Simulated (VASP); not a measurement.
# SnS (Pnma) in VASP: a series of runs

The runs below take SnS through relaxation of cell and atoms, with PBEsol, PBE+D3(BJ).

Program: VASP 6.6.1. These are calculated values, not measurements. Logs are shortened: lines on timing, memory, paths and dates and some standing lists are left out, and cuts for length are marked.

## 1. The crystal as given

Symmetry: Pnma, No. 62, orthorhombic system. Conventional cell: a = 11.083 Å, b = 3.984 Å, c = 4.242 Å, α = 90.00°, β = 90.00°, γ = 90.00°. Sn (site symmetry m) has 3 S at 2.63 to 2.67 Å as nearest neighbours. S (site symmetry m) is surrounded by 3 Sn at 2.63 to 2.67 Å.

## 2. Relaxation of cell and atoms, PBEsol

Input file INCAR:

```
SYSTEM = SnS
ALGO = Normal ; EDIFF = 1E-7
EDIFFG = -0.005 ; ENCUT = 600
GGA = PS ; IBRION = 2
ISIF = 3 ; ISMEAR = 0
KPAR = 2 ; LASPH = .True.
LCHARG = .False. ; LREAL = .False.
LWAVE = .False. ; NELM = 80
NSW = 90 ; PREC = Accurate
SIGMA = 0.03
```

Input file KPOINTS:

```
k-points
0
Gamma
  4 8 6
  0 0 0
```

Input file POSCAR:

```
SnS                                     
1.0
   11.0829687475      0.0000000000      0.0000000000
    0.0000000000      3.9844557026     -0.0000000000
    0.0000000000     -0.0000000000      4.2424904910
  Sn              S             
     4     4
Direct
     0.1183073383210545    0.2500000000000000    0.1134200440550193
     0.3816926616789455    0.7500000000000000    0.6134200440550192
     0.6183073383210547    0.2500000000000000    0.3865799559449807
     0.8816926616789453    0.7500000000000000    0.8865799559449808
     0.8534911899086042    0.2500000000000000    0.4730776793230354
     0.6465088100913958    0.7500000000000000    0.9730776793230351
     0.3534911899086045    0.2500000000000000    0.0269223206769646
     0.1465088100913955    0.7500000000000000    0.5269223206769649
```

Potentials or basis: VASP PAW PBE potentials, release 64 (Sn_d, S).

The run is started by

```bash
> cat potpaw_PBE.64/Sn_d/POTCAR potpaw_PBE.64/S/POTCAR > POTCAR
> mpirun -np 2 vasp_std > vasp.out
```

OUTCAR:

```text
SYSTEM = SnS
   EDIFF = 1E-7
   EDIFFG = -0.005
   ENCUT = 600
   GGA = PS
   IBRION = 2
   ISIF = 3
   ISMEAR = 0
   LASPH = .True.
   LREAL = .False.
   NELM = 80
   NSW = 90
   PREC = Accurate

 ion  position               nearest neighbor table
   1  0.118  0.250  0.113-   7 2.63   8 2.67   8 2.67   8 3.20   8 3.20   4 3.43   4 3.43
   2  0.382  0.750  0.613-   8 2.63   7 2.67   7 2.67   7 3.20   7 3.20   3 3.43   3 3.43
   3  0.618  0.250  0.387-   5 2.63   6 2.67   6 2.67   6 3.20   6 3.20   2 3.43   2 3.43
   4  0.882  0.750  0.887-   6 2.63   5 2.67   5 2.67   5 3.20   5 3.20   1 3.43   1 3.43
   5  0.853  0.250  0.473-   3 2.63   4 2.67   4 2.67   4 3.20   4 3.20
   6  0.647  0.750  0.973-   4 2.63   3 2.67   3 2.67   3 3.20   3 3.20
   7  0.353  0.250  0.027-   1 2.63   2 2.67   2 2.67   2 3.20   2 3.20
   8  0.147  0.750  0.527-   2 2.63   1 2.67   1 2.67   1 3.20   1 3.20

  LATTYP: Found a simple orthorhombic cell.
 ALAT       =     3.9844557026
 B/A-ratio  =     1.0647603607
 C/A-ratio  =     2.7815515028

  Lattice vectors:

 A1 = (   0.0000000000,   3.9844557026,   0.0000000000)
 A2 = (   0.0000000000,   0.0000000000,   4.2424904910)
 A3 = (  11.0829687475,   0.0000000000,   0.0000000000)

Analysis of symmetry for initial positions (statically):
=====================================================================
 Subroutine PRICEL returns:
 Original cell was already a primitive cell.

 Routine SETGRP: Setting up the symmetry group for a
 simple orthorhombic supercell.

 Subroutine GETGRP returns: Found  8 space group operations
 (whereof  2 operations were pure point group operations)
 out of a pool of  8 trial point group operations.

The static configuration has the point symmetry S_2 .
 The point group associated with its full space group is D_2h.

Analysis of symmetry for dynamics (positions and initial velocities):
=====================================================================
 Subroutine PRICEL returns:
 Original cell was already a primitive cell.

 Routine SETGRP: Setting up the symmetry group for a
 simple orthorhombic supercell.

 Subroutine GETGRP returns: Found  8 space group operations
 (whereof  2 operations were pure point group operations)
 out of a pool of  8 trial point group operations.

The dynamic configuration has the point symmetry S_2 .
 The point group associated with its full space group is D_2h.

 Subroutine INISYM returns: Found  8 space group operations
 (whereof  2 operations are pure point group operations),
 and found     1 'primitive' translations

----------------------------------------------------------------------------------------

                                     Primitive cell

  volume of cell :     187.3467

  direct lattice vectors                    reciprocal lattice vectors
    11.082968748  0.000000000  0.000000000     0.090228532  0.000000000  0.000000000
     0.000000000  3.984455703  0.000000000     0.000000000  0.250975309  0.000000000
     0.000000000  0.000000000  4.242490491     0.000000000  0.000000000  0.235710605

  length of vectors
    11.082968748  3.984455703  4.242490491     0.090228532  0.250975309  0.235710605

  position of ions in fractional coordinates (direct lattice)
     0.118307338  0.250000000  0.113420044
     0.381692662  0.750000000  0.613420044
     0.618307338  0.250000000  0.386579956
     0.881692662  0.750000000  0.886579956
     0.853491190  0.250000000  0.473077679
     0.646508810  0.750000000  0.973077679
     0.353491190  0.250000000  0.026922321
     0.146508810  0.750000000  0.526922321

  ion indices of the primitive-cell ions
   primitive index   ion index
                 1           1
                 2           2
                 3           3
                 4           4
                 5           5
                 6           6
                 7           7
                 8           8

----------------------------------------------------------------------------------------

 KPOINTS: k-points

Automatic generation of k-mesh.
 Grid dimensions read from file:
 generate k-points for:    4    8    6

 Generating k-lattice:

  Cartesian coordinates                     Fractional coordinates (reciprocal lattice)
     0.022557133  0.000000000  0.000000000     0.250000000  0.000000000  0.000000000
     0.000000000  0.031371914  0.000000000     0.000000000  0.125000000  0.000000000
     0.000000000  0.000000000  0.039285101     0.000000000  0.000000000  0.166666667

  Length of vectors
     0.022557133  0.031371914  0.039285101

  Shift w.r.t. Gamma in fractional coordinates (k-lattice)
     0.000000000  0.000000000  0.000000000

 Subroutine IBZKPT returns following result:
 ===========================================

 Found     60 irreducible k-points:

 Following reciprocal coordinates:
            Coordinates               Weight
  0.000000  0.000000  0.000000      1.000000
  0.250000  0.000000  0.000000      2.000000
  0.500000  0.000000  0.000000      1.000000
  0.000000  0.125000  0.000000      2.000000
  0.250000  0.125000  0.000000      4.000000
  0.500000  0.125000  0.000000      2.000000
[... 16 lines left out ...]
  0.250000  0.250000  0.166667      8.000000
  0.500000  0.250000  0.166667      4.000000
 [... further k-points ...]
   k-points           NKPTS =     60   k-points in BZ     NKDIM =     60   number of bands    NBANDS=     48
   number of dos      NEDOS =    301   number of ions     NIONS =      8
   total plane-waves  NPLWV = 103680
   dimension x,y,z NGX =    90 NGY =   32 NGZ =   36
   dimension x,y,z NGXF=   180 NGYF=   64 NGZF=   72
   ions per type =               4   4
   NGX,Y,Z   is equivalent  to a cutoff of  13.50, 13.35, 14.11 a.u.
   NGXF,Y,Z  is equivalent  to a cutoff of  27.00, 26.70, 28.21 a.u.
 SYSTEM =  SnS
   PREC   = accura    normal or accurate (medium, high low for compatibility)
   ISTART =      0    job   : 0-new  1-cont  2-samecut
   ICHARG =      2    charge: 1-file 2-atom 10-const
   ISPIN  =      1    spin polarized calculation?
   LNONCOLLINEAR =      F non collinear calculations
   LSORBIT =      F    spin-orbit coupling
   LASPH  =      T    aspherical Exc in radial PAW
   ENCUT  =  600.0 eV  44.10 Ry    6.64 a.u.  22.14  7.96  8.47*2*pi/ulx,y,z
   NELM   =     80;   NELMIN=  2; NELMDL= -5     # of ELM steps
   EDIFF  = 0.1E-06   stopping-criterion for ELM
   LREAL  =      F    real-space projection
   EDIFFG = -.5E-02   stopping-criterion for IOM
   NSW    =     90    number of steps for IOM
   IBRION =      2    ionic relax: 0-MD 1-quasi-New 2-CG
   NFREE  =      1    steps in history (QN), initial steepest desc. (CG)
   ISIF   =      3    stress and relaxation
   ISYM   =      2    0-nonsym 1-usesym 2-fastsym
   POTIM  = 0.5000    time-step for ionic-motion
   TEBEG  =    0.0;   TEEND  =   0.0 temperature during run
   PSTRESS=    0.0 pullay stress
   NELECT =      80.0000    total number of electrons
   NUPDOWN=      -1.0000    fix difference up-down
   EMIN   =  10.00;   EMAX   =-10.00  energy-range for DOS
   EFERMI =   0.00;   METHOD = LEGACY
   ISMEAR =     0;   SIGMA  =   0.03  broadening in eV -4-tet -1-fermi 0-gaus
   EFERMI_NEDOS =   21; number of points for ismear=-14 and -15
   IALGO  =     38    algorithm
   IMIX   =      4    mixing-type and parameters
     AMIX     =   0.40;   BMIX     =  1.00
     AMIX_MAG =   1.60;   BMIX_MAG =  1.00
  volume/ion in A,a.u.               =      23.42       158.03
  Fermi-wavevector in a.u.,A,eV,Ry     =   1.232791  2.329637 20.677780  1.519774
  Thomas-Fermi vector in A             =   2.367547
   LORBIT       =      0    0 simple, 1 ext, 2 COOP (PROOUT), +10 PAW based schemes
   GGA     = PS    functional components
   LHFCALC =     F    Hartree Fock is set to
   AEXX    =    0.0000 exact exchange contribution
   IVDW    =     0    specifies the selected vdW correction
   LEPSILON=     F    determine dielectric tensor
   LRPA    =     F    only Hartree local field effects (RPA)
 conjugate gradient relaxation of ions
 non-spin polarized calculation
 Gauss-broadening in eV      SIGMA  =   0.03
  energy-cutoff  :      600.00
  volume of cell :      187.35
 maximum number of plane-waves:      6278
 NGX is ok and might be reduce to    90
   NGX = 45   NGY = 15   NGZ = 17

--------------------------------------- Ionic step        1  -------------------------------------------

 number of electron      80.0000006 magnetization

 Free energy of the ion-electron system (eV)
  ---------------------------------------------------
  ext. energy  EPLUGINS =         0.00000000
  ---------------------------------------------------
  free energy    TOTEN  =       -38.39014663 eV

  energy without entropy =      -38.39014663  energy(sigma->0) =      -38.39014663

------------------------ aborting loop because EDIFF is reached ----------------------------------------

  FORCE on cell =-STRESS in cart. coord.  units (eV):
  Direction    XX          YY          ZZ          XY          YZ          ZX
  --------------------------------------------------------------------------------------
  -------------------------------------------------------------------------------------
  Total        0.0413820     -0.0639923     -0.0240518      0.0000000      0.0000000      0.0000000
  in kB        0.3538961     -0.5472580     -0.2056892      0.0000000      0.0000000      0.0000000
  external PRESSURE =      -0.1330170 kB  Pullay stress =       0.0000000 kB
[... 107 lines left out ...]
  FREE ENERGIE OF THE ION-ELECTRON SYSTEM (eV)
  ---------------------------------------------------
  free  energy   TOTEN  =       -38.3901948230 eV

  energy  without entropy=      -38.3901948230  energy(sigma->0) =      -38.39019482

[... ionic steps 4 to 11 ...]

--------------------------------------- Ionic step       12  -------------------------------------------

 number of electron      80.0000007 magnetization

------------------------ aborting loop because EDIFF is reached ----------------------------------------
[... 79 lines left out ...]
--------------------------------------- Ionic step       14  -------------------------------------------

 number of electron      80.0000006 magnetization

 Free energy of the ion-electron system (eV)
  ---------------------------------------------------
  ext. energy  EPLUGINS =         0.00000000
  ---------------------------------------------------
  free energy    TOTEN  =       -38.39045679 eV

  energy without entropy =      -38.39045679  energy(sigma->0) =      -38.39045679

 E-fermi :   6.6795     XC(G=0): -10.2085

 val. band max:        6.4988732369   @ k =   0.5000   0.0000   0.5000
 cond. band min:       7.2224096464   @ k =   0.0000   0.0000   0.0000
 fundamental gap:      0.7235364095
 Fermi energy:         6.6795218895

 k-point     1 :       0.0000    0.0000    0.0000
  band No.  band energies     occupation
      1     -14.7247      2.00000
      2     -14.7024      2.00000
      3     -14.7005      2.00000
      4     -14.6930      2.00000
      5     -14.6879      2.00000
      6     -14.6835      2.00000
[... 1213 lines left out ...]
     47      10.1086      0.00000
     48      10.1086      0.00000

 [... further k-points ...]

------------------------ aborting loop because EDIFF is reached ----------------------------------------

  FORCE on cell =-STRESS in cart. coord.  units (eV):
  Direction    XX          YY          ZZ          XY          YZ          ZX
  --------------------------------------------------------------------------------------
  -------------------------------------------------------------------------------------
  Total       -0.0305345     -0.0081590      0.0200705      0.0000000      0.0000000      0.0000000
  in kB       -0.2613788     -0.0698416      0.1718055      0.0000000      0.0000000      0.0000000
  external PRESSURE =      -0.0531383 kB  Pullay stress =       0.0000000 kB
[... 23 lines left out ...]
  FREE ENERGIE OF THE ION-ELECTRON SYSTEM (eV)
  ---------------------------------------------------
  free  energy   TOTEN  =       -38.3904567879 eV

  energy  without entropy=      -38.3904567879  energy(sigma->0) =      -38.39045679

 reached required accuracy - stopping structural energy minimisation
```

Wall time 16 min (2 MPI ranks of Intel Xeon 6975P-C (Granite Rapids), shared host); peak memory 0.64 GiB.

What came out:

```
Free energy                            : -38.3905 eV
Relaxed volume                         : 23.40 Å³/atom
Relaxed cell                           : a = 11.102 Å, b = 3.986 Å, c = 4.230 Å, α = 90.00°, β = 90.00°, γ = 90.00°
Space group after relaxing (to 0.05 Å) : Pnma (No. 62)
Energy gained by relaxing              : 0.0 meV/atom
Ionic steps                            : 14
Pressure after relaxing                : 0.0 GPa
Largest force after relaxing           : 0.003 eV/Å
Band gap on the k mesh                 : 0.72 eV, indirect (least direct gap 1.08 eV)
```

Forces on the atoms (eV/Å):
```
Sn   0.002  0.000 -0.002
Sn  -0.002  0.000 -0.002
Sn   0.002  0.000  0.002
Sn  -0.002  0.000  0.002
S    0.003  0.000  0.002
S   -0.003  0.000  0.002
S    0.003  0.000 -0.002
S   -0.003  0.000 -0.002
```

Step by step:
```csv
step,energy change (eV),largest force (eV/Å),pressure (GPa),volume (Å³)
1,0.0000,0.0091,-0.01,187.35
2,0.0000,0.0093,0.00,187.29
3,0.0000,0.0102,0.01,187.23
4,0.0000,0.0100,0.01,187.25
5,-0.0001,0.0073,0.00,187.25
6,-0.0001,0.0058,-0.02,187.26
7,-0.0001,0.0051,0.01,187.18
8,-0.0001,0.0061,0.03,187.12
9,-0.0002,0.0060,0.03,187.12
10,-0.0002,0.0061,0.02,187.13
11,-0.0003,0.0062,0.01,187.14
12,-0.0003,0.0071,-0.01,187.18
13,-0.0003,0.0068,0.00,187.17
14,-0.0003,0.0031,-0.01,187.17
```

Final structure:
```
CELL_PARAMETERS angstrom
11.10224 0.00000 0.00000
0.00000 3.98561 0.00000
0.00000 0.00000 4.22986
ATOMIC_POSITIONS crystal
Sn 0.11852 0.25000 0.10999
Sn 0.38148 0.75000 0.60999
Sn 0.61852 0.25000 0.39001
Sn 0.88148 0.75000 0.89001
S 0.85325 0.25000 0.47437
S 0.64675 0.75000 0.97437
S 0.35325 0.25000 0.02563
S 0.14675 0.75000 0.52563
```

Caveat: the PAW data sets were made with another functional, which shifts forces and pressure a little; spin-orbit coupling is left out, which moves the levels of the heavy elements.

(Continued in part 2 of 2.)
